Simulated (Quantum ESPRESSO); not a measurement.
SiC:

```
CELL_PARAMETERS angstrom
3.07569 0.00000 0.00000
-1.53785 2.66363 0.00000
0.00000 0.00000 10.07065
ATOMIC_POSITIONS crystal
Si 0.00000 0.00000 0.18789
Si 0.00000 0.00000 0.68789
Si 0.33333 0.66667 0.43784
Si 0.66667 0.33333 0.93784
C 0.00000 0.00000 0.00046
C 0.00000 0.00000 0.50046
C 0.33333 0.66667 0.24980
C 0.66667 0.33333 0.74980
```

The cell is a database's computed one.

| Item | Value |
| --- | --- |
| Program | Quantum ESPRESSO 7.5 |
| Task | single point |
| Functional | PBE |
| Potentials or basis | SSSP 1.3 efficiency PBE |
| Cutoff | 748 eV |
| Density cutoff | 5987 eV |
| k mesh | 10 × 10 × 3 |
| Occupations | fermi-dirac, width 0.05 eV |
| Spin | no spin polarisation |

On this cell: pressure 4.1 GPa; largest force 0.006 eV/Å; band gap on the k mesh 2.23 eV, indirect (least direct gap 3.35 eV).

The same run follows on a disturbed copy (atoms moved at random, drawn with an rms of 0.05 Å):

```xyz
8
Lattice="3.0757 0.0000 0.0000 -1.5378 2.6636 0.0000 0.0000 0.0000 10.0706" Properties=species:S:1:pos:R:3 pbc="T T T"
Si   -0.0056   -0.0550    1.8485
Si   -0.0108    0.0049    6.9251
Si    0.0049    1.7926    4.4417
Si    1.5530    0.8814    9.4196
C    -0.0315    0.0109    0.0320
C     0.0185    0.0010    5.0324
C     0.0019    1.7460    2.5099
C     1.5453    0.8752    7.5333
```

Problem. What changes?

Solution. The energy moves by +18.4 meV/atom; pressure 4.5 GPa; largest force 2.064 eV/Å; band gap on the k mesh 1.83 eV, indirect (least direct gap 3.12 eV).

Forces on the atoms (eV/Å):
```
Si   0.101  0.548  1.843
Si   0.422 -0.331 -0.336
Si   0.242 -0.412 -1.410
Si  -0.791  0.283  0.742
C    0.814 -0.421 -1.849
C   -0.334  0.294  0.702
C   -0.133 -0.276  0.023
C   -0.322  0.315  0.285
```

Stress tensor (GPa, compression positive):
```
 5.11 -1.01  0.07
-1.01  3.13 -0.23
 0.07 -0.23  5.39
```

Caveats: an odd mesh through Γ misses points on the zone boundary, where band edges often lie.
